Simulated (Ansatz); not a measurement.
BN, DFT, PBE, all-electron LAPW, scalar-relativistic (Ansatz 0.2.0), run on 1 thread of Intel(R) Xeon(R) Platinum 8488C (Sapphire Rapids) on a shared host.

The cell is COD entry 9008834, as deposited and not checked against the literature; nothing was relaxed. The listed cell was then made from it by scaling, straining or moving an atom.

Command: `ansatz run input.yaml --threads 1 --pin off --max-ram 3072MiB --backend cpu --events-out ev --progress --plain --runs-dir out`

```yaml
crystal:
  lattice:
    - [0.0, 1.825575, 1.8075]
    - [1.825575, 0.0, 1.8075]
    - [1.825575, 1.825575, 0.0]
  atoms:
    - { symbol: B, position: [0.0, 0.0, 0.0] }
    - { symbol: "N", position: [0.75, 0.75, 0.75] }
kpoints:
  mp_grid: { grid: [13, 13, 13] }
  band_path:
    path:
      - [0.0, 0.0, 0.0]
      - [0.0, 0.5, 0.5]
      - [0.25, 0.75, 0.5]
      - [0.0, 0.5, 0.0]
      - [0.0, 0.0, 0.0]
      - [0.5, 0.5, 0.0]
      - [0.3775125, 0.6224875, 0.0]
      - [-0.3775125, 0.3775125, 0.0]
      - [0.0, 0.0, 0.0]
    npoints: 5
scf:
  occupations: { method: fermi_dirac, width: 0.03 }
hamiltonian:
  xc: pbe
  pseudopotentials: { kind: all_electron, lapw: { basis_error: 0.001 } }
output:
  forces: true
  stress: true
  eigenvalues: true
```

**Question.** How large is the problem that the program sets up?

**Answer.** 196 irreducible k-points, 259 plane waves at Γ, 10 bands.

**Question.** About how long does it take, and how much memory does it use?

**Answer.** 16 s of wall time for 7 SCF iterations, with a peak of 0.36 GiB. Times on shared machines scatter by tens of per cent.
